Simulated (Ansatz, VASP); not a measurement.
**Cross-check of GaSb between VASP and Ansatz**

Wanted: the spread between two codes on one cell, functional and k mesh. The cell is taken from a series of runs on this material, whose earlier steps may have relaxed, scaled, displaced or heated it; both programs get it as it stands.

Program: Ansatz 0.2.0. Level of theory: plane waves, with VASP 6.6.1 beside it; zone-centre phonons at PBEsol. Results are calculated unless marked as measured.

## Step 1: Starting point

Symmetry: R3m, No. 160, trigonal system. Conventional cell: a = 4.408 Å, b = 4.408 Å, c = 10.482 Å, α = 90.00°, β = 90.00°, γ = 120.00°. Nearest to Ga lie 4 Sb at 2.65 to 2.68 Å. Nearest to Sb lie 4 Ga at 2.65 to 2.68 Å. Farther neighbours are not listed.

Coordinates:

```
Ga Sb
1.0
    -0.06069    3.05620    3.05620
     3.05620   -0.06069    3.05620
     3.05620    3.05620   -0.06069
Ga Sb
1 1
Direct
  0.00148 0.00148 0.00148
  0.74852 0.74852 0.74852
```

## Step 2: VASP: zone-centre phonons, PBEsol

Second derivatives magnify differences that forces hide, and they need a tight electronic threshold.

Lines of VASP's logs that name or quote its potential files are left out, and so is its time.

INCAR reads:

```
SYSTEM = GaSb
PREC = Accurate
ENCUT = 500
EDIFF = 1E-08
NELM = 120
ISMEAR = 1
SIGMA = 0.2
LREAL = .FALSE.
ALGO = Normal
GGA = PS
NBANDS = 15
LORBIT = 11
LWAVE = .FALSE.
LCHARG = .FALSE.
ISIF = 2
IBRION = 8
LASPH = .TRUE.
GGA_COMPAT = .FALSE.
KPAR = 2
```

POSCAR reads:

```
GaSb
1.0
   -0.0606885391      3.0561951410      3.0561951410
    3.0561951410     -0.0606885391      3.0561951410
    3.0561951410      3.0561951410     -0.0606885391
Ga Sb
1 1
Direct
    0.0014758445      0.0014758445      0.0014758445
    0.7485241555      0.7485241555      0.7485241555
```

KPOINTS reads:

```
Automatic mesh
0
Gamma
12 12 12
0 0 0
```

The projector-augmented-wave data sets are Ga_d and Sb (PBE family, release 64).

Started as:

```bash
$ mpirun -np 2 vasp_std
```

Numbers of over 12 decimals in the logs are rounded to 6 here.

What it wrote:

```text
[banner, memory and clock lines left out]
running    2 mpi-ranks, on    1 nodes
 distrk:  each k-point on    1 cores,    2 groups
 distr:  one band on    1 cores,    1 groups

 POSCAR found type information on POSCAR GaSb
 POSCAR found :  2 types and       2 ions
|                                                                             |
|               ----> ADVICE to this user running VASP <----                  |
|                                                                             |
|     You enforced a specific xc type in the INCAR file but a different       |
|     [... a line on the potential file left out ...]
|     I HOPE YOU KNOW WHAT YOU ARE DOING!                                     |
|                                                                             |

 LDA part: xc-table for (Slater+PW92), standard interpolation
 POSCAR, INCAR and KPOINTS ok, starting setup
 FFT: planning ... GRIDC
 FFT: planning ... GRID_SOFT
 FFT: planning ... GRID
 WAVECAR not read
 entering main loop
       N       E                     dE             d eps       ncg     rms          rms(c)
DAV:   1     0.790085448198E+02    0.79009E+02   -0.84680E+03  5726   0.143E+03
DAV:   2    -0.210945179314E+01   -0.81118E+02   -0.78254E+02  6601   0.299E+02
DAV:   3    -0.812646919801E+01   -0.60170E+01   -0.59989E+01  6783   0.671E+01
DAV:   4    -0.823163081577E+01   -0.10516E+00   -0.10514E+00  6981   0.995E+00
DAV:   5    -0.823422497461E+01   -0.25942E-02   -0.25941E-02  7324   0.137E+00    0.302E+00
DAV:   6    -0.816375620640E+01    0.70469E-01   -0.87276E-02  7377   0.512E+00    0.176E+00
DAV:   7    -0.813970062724E+01    0.24056E-01   -0.41875E-02  7148   0.190E+00    0.359E-01
DAV:   8    -0.813968815480E+01    0.12472E-04   -0.49109E-03  7480   0.865E-01    0.923E-02
DAV:   9    -0.813996491250E+01   -0.27676E-03   -0.43927E-04  6434   0.177E-01    0.324E-02
DAV:  10    -0.813996713953E+01   -0.22270E-05   -0.23517E-05  7476   0.427E-02    0.802E-03
DAV:  11    -0.813997735542E+01   -0.10216E-04   -0.12123E-05  6419   0.235E-02    0.439E-03
DAV:  12    -0.813997758725E+01   -0.23183E-06   -0.58659E-07  7420   0.747E-03    0.738E-04
DAV:  13    -0.813997756034E+01    0.26906E-07   -0.39230E-08  6555   0.135E-03    0.298E-04
DAV:  14    -0.813997759684E+01   -0.36505E-07   -0.39459E-09  5845   0.665E-04    0.326E-05
DAV:  15    -0.813997760129E+01   -0.44461E-08   -0.61982E-10  4018   0.281E-04
   1 F= -.81399776E+01 E0= -.81400797E+01  d E =0.306274E-03
 Linear response reoptimize wavefunctions to high precision
DAV:   1    -0.813997759997E+01    0.13247E-08   -0.16156E-10  4291   0.175E-04
DAV:   2    -0.813997759997E+01   -0.22737E-11   -0.44271E-11  3577   0.681E-05
 Linear response DOF=           2
 Linear response progress:
  Degree of freedom:   1/  2
       N       E                     dE             d eps       ncg     rms          rms(c)
RMM:   1    -0.165851403693E+00   -0.16585E+00    0.62406E-02 17791   0.794E+00
RMM:   2    -0.164880935153E+00    0.97047E-03   -0.27675E-02 26830   0.134E+00    0.378E-02
RMM:   3    -0.164895471585E+00   -0.14536E-04   -0.32972E-03 27977   0.419E-01    0.252E-02
RMM:   4    -0.164785740373E+00    0.10973E-03   -0.15020E-03 30320   0.193E-01    0.123E-02
RMM:   5    -0.164768549230E+00    0.17191E-04   -0.92380E-05 29507   0.527E-02    0.437E-03
RMM:   6    -0.164773883833E+00   -0.53346E-05   -0.20542E-05 29879   0.228E-02    0.458E-04
RMM:   7    -0.164772684137E+00    0.11997E-05   -0.93747E-06 29230   0.979E-03    0.433E-04
RMM:   8    -0.164774387868E+00   -0.17037E-05   -0.63265E-07 28884   0.466E-03    0.112E-04
RMM:   9    -0.164775585672E+00   -0.11978E-05   -0.55732E-07 29685   0.218E-03    0.445E-05
RMM:  10    -0.164776229039E+00   -0.64337E-06   -0.28918E-07 29246   0.108E-03    0.169E-05
RMM:  11    -0.164776329885E+00   -0.10085E-06   -0.16686E-07 30219   0.528E-04    0.962E-06
RMM:  12    -0.164776308852E+00    0.21032E-07    0.36246E-08 29372   0.258E-04    0.878E-06
RMM:  13    -0.164776399892E+00   -0.91039E-07   -0.21265E-08 29611   0.133E-04    0.328E-06
RMM:  14    -0.164776422592E+00   -0.22701E-07    0.53313E-09 29935   0.698E-05    0.104E-06
RMM:  15    -0.164776424104E+00   -0.15115E-08   -0.93348E-09 27555   0.392E-05    0.114E-06
 first order change of Fermi-energy   0.62503E+00
 force on displaced ion       1 direction 1 :  -7.265  -0.093  -0.093
 Linear response progress:
  Degree of freedom:   2/  2
       N       E                     dE             d eps       ncg     rms          rms(c)
RMM:   1    -0.282189844435E-01   -0.28219E-01    0.87895E-03 28758   0.132E+00
RMM:   2    -0.257281269187E-01    0.24909E-02   -0.32783E-03 26236   0.359E-01    0.640E-02
RMM:   3    -0.256766686208E-01    0.51458E-04   -0.18178E-04 28908   0.967E-02    0.351E-02
RMM:   4    -0.257236499323E-01   -0.46981E-04   -0.34274E-05 28864   0.424E-02    0.428E-03
RMM:   5    -0.257334625515E-01   -0.98126E-05   -0.45621E-06 30197   0.146E-02    0.272E-03
RMM:   6    -0.257273018695E-01    0.61607E-05   -0.10048E-06 28391   0.490E-03    0.672E-04
RMM:   7    -0.257261283336E-01    0.11735E-05   -0.11430E-07 29641   0.159E-03    0.243E-04
RMM:   8    -0.257255640589E-01    0.56427E-06   -0.31159E-08 28510   0.617E-04    0.757E-05
RMM:   9    -0.257254849860E-01    0.79073E-07    0.21952E-09 29283   0.234E-04    0.286E-05
RMM:  10    -0.257255279940E-01   -0.43008E-07    0.19055E-09 28528   0.895E-05    0.245E-06
RMM:  11    -0.257255234333E-01    0.45607E-08    0.11302E-09 29195   0.327E-05    0.371E-06
 first order change of Fermi-energy  -0.62469E+00
 force on displaced ion       2 direction 1 :  -7.245  -0.095  -0.095
 Linear response finished
```

OUTCAR, selected parts (step 2):

```text
ion  position               nearest neighbor table
   1  0.001  0.001  0.001-   2 2.65   2 2.68   2 2.68   2 2.68
   2  0.749  0.749  0.749-   1 2.65   1 2.68   1 2.68   1 2.68

  LATTYP: Found a trigonal (rhomboedric) cell.
 ALAT       =     4.3225386729
 COS(alpha) =     0.4800478061

 Subroutine GETGRP returns: Found  6 space group operations
 (whereof  6 operations were pure point group operations)

The static configuration has the point symmetry C_3v.

 Found    189 irreducible k-points:

   k-points           NKPTS =    189   k-points in BZ     NKDIM =    189   number of bands    NBANDS=     15

   dimension x,y,z NGX =    32 NGY =   32 NGZ =   32
   dimension x,y,z NGXF=    64 NGYF=   64 NGZF=   64

   ENCUT  =  500.0 eV  36.75 Ry    6.06 a.u.   7.88  7.88  7.88*2*pi/ulx,y,z

   NELECT =      18.0000    total number of electrons

 k-points in reciprocal lattice and weights: Automatic mesh
   0.00000000  0.00000000  0.00000000       0.001
   0.08333333  0.00000000  0.00000000       0.003
   0.16666667 -0.00000000 -0.00000000       0.003
   0.25000000  0.00000000 -0.00000000       0.003
   0.33333333  0.00000000  0.00000000       0.003
   0.41666667  0.00000000  0.00000000       0.003
   0.50000000  0.00000000 -0.00000000       0.002
   0.08333333  0.08333333  0.00000000       0.003
   0.16666667  0.08333333 -0.00000000       0.007
[...]
-0.41666667  0.50000000  0.41666667       0.003
   0.50000000  0.50000000  0.50000000       0.001

 average (electrostatic) potential at core
       1 -65.7735       2 -87.7366

  Total       -0.4927967     -0.4927967     -0.4927967      0.2592211      0.2592211      0.2592211
  in kB      -13.4294933    -13.4294933    -13.4294933      7.0641875      7.0641875      7.0641875
  external PRESSURE =     -13.4294933 kB  Pullay stress =       0.0000000 kB

  energy-cutoff  :      500.00
  volume of cell :       58.79
      direct lattice vectors                 reciprocal lattice vectors
    -0.060688539  3.056195141  3.056195141    -0.158807925  0.162025351  0.162025351
     3.056195141 -0.060688539  3.056195141     0.162025351 -0.158807925  0.162025351
     3.056195141  3.056195141 -0.060688539     0.162025351  0.162025351 -0.158807925

 POSITION                                       TOTAL-FORCE (eV/Angst)
 -----------------------------------------------------------------------------------
      0.00893      0.00893      0.00893         0.000374      0.000374      0.000374
      4.52984      4.52984      4.52984        -0.000374     -0.000374     -0.000374
 -----------------------------------------------------------------------------------
    total drift:                                0.000054      0.000054      0.000054

 Eigenvectors and eigenvalues of the dynamical matrix
 ----------------------------------------------------

   1 f  =    6.406768 THz    40.254910 2PiTHz  213.706772 cm-1    26.496251 meV
             X         Y         Z           dx          dy          dz
      0.008931  0.008931  0.008931    -0.460556   -0.460556   -0.460556
      4.529845  4.529845  4.529845     0.348169    0.348169    0.348169

   2 f  =    6.284069 THz    39.483971 2PiTHz  209.613984 cm-1    25.988810 meV
             X         Y         Z           dx          dy          dz
      0.008931  0.008931  0.008931     0.548566   -0.578554    0.029988
      4.529845  4.529845  4.529845    -0.414511    0.437171   -0.022660

   3 f  =    6.284069 THz    39.483971 2PiTHz  209.613984 cm-1    25.988810 meV
             X         Y         Z           dx          dy          dz
      0.008931  0.008931  0.008931    -0.351342   -0.299401    0.650743
      4.529845  4.529845  4.529845     0.265483    0.226235   -0.491718

   4 f/i=    0.003168 THz     0.019906 2PiTHz    0.105676 cm-1     0.013102 meV
             X         Y         Z           dx          dy          dz
      0.008931  0.008931  0.008931     0.348169    0.348169    0.348169
      4.529845  4.529845  4.529845     0.460556    0.460556    0.460556

   5 f/i=    0.004502 THz     0.028287 2PiTHz    0.150173 cm-1     0.018619 meV
             X         Y         Z           dx          dy          dz
      0.008931  0.008931  0.008931    -0.336520   -0.142853    0.479373
      4.529845  4.529845  4.529845    -0.445352   -0.189053    0.634405

   6 f/i=    0.004502 THz     0.028287 2PiTHz    0.150173 cm-1     0.018619 meV
             X         Y         Z           dx          dy          dz
      0.008931  0.008931  0.008931    -0.359242    0.471056   -0.111813
      4.529845  4.529845  4.529845    -0.475424    0.623398   -0.147974

 ELASTIC MODULI CONTR FROM IONIC RELAXATION (kBar)
 Direction    XX          YY          ZZ          XY          YZ          ZX
 --------------------------------------------------------------------------------
 XX          -1.0217     -0.9813     -0.9813     -6.7684     -9.0531     -7.0241
 YY          -0.9813     -1.0217     -0.9813     -7.0241     -6.7684     -9.0531
 ZZ          -0.9813     -0.9813     -1.0217     -9.0531     -7.0241     -6.7684
 XY          -6.7684     -7.0241     -9.0531   -135.7796    -19.5540    -19.5540
 YZ          -9.0531     -6.7684     -7.0241    -19.5540   -135.7796    -19.5540
 ZX          -7.0241     -9.0531     -6.7684    -19.5540    -19.5540   -135.7796
 --------------------------------------------------------------------------------
```

Energies printed during the response cycles are not total energies of the cell. The PAW data sets were made with PBE, which is usual practice but a small mismatch for other functionals.

(Part 1 of 2 ends here.)

[Lines on the potential files, build, host, timing and source positions are cut from VASP's logs without a mark.]

[Logs are printed without paths, hosts, clocks, repeated set-up lines and the standing remarks that a program may print on its own settings, such as how far it seeks lower states.]

[Hosts, paths, dates, database ids (printed as entryN), source tags and the programs' standing remarks are cut or masked in the printed files.]
